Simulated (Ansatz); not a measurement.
Which way does BaO + ZnS ⇌ BaS + ZnO run?

Plane-wave DFT in Ansatz with scalar-relativistic PAW potentials, cutoff 500 eV, Γ-centred meshes chosen by cell and gap, Gaussian smearing with energies taken to zero width. Every cell was relaxed (cell and atoms) in a run of its own, within the symmetry of its start. Functional: r2SCAN.

Total energies hold large constants for each element; a whole number of eV per atom of each element is taken off below, which cancels in a balanced reaction.

```csv
compound,lowest structure computed,structures tried,V (Å³/atom),gap on mesh (eV),"E (eV per formula unit, common shift removed)"
BaO,Fm-3m,2,21.30,2.38,-5.9620
ZnS,F-43m,6,19.56,2.70,-1.4503
BaS,Fm-3m,1,33.16,2.58,-5.1315
ZnO,P6_3mc,4,11.81,1.24,-2.9265
```

Q: Work out the reaction energy at 0 K.

A: ΔE = E(BaS) + E(ZnO) − E(BaO) − E(ZnS) = -0.646 eV, or -62 kJ per mole of reaction (-161 meV/atom). The right side is lower: Ba takes S and Zn takes O. Pauling's electronegativities (Ba 0.89, Zn 1.65; O 3.44, S 2.58) would pair Ba with O, the most ionic bond; the result goes the other way, so matching of sizes, lattice energies or covalent bonding outweigh it. All four are computed as solids; where they are solids at ordinary conditions entropy changes little. A lower structure that wasn't tried would shift the value, and mixed crystals may lie lower than either side.

Spin-orbit coupling is left out, which matters for the bands of heavy elements.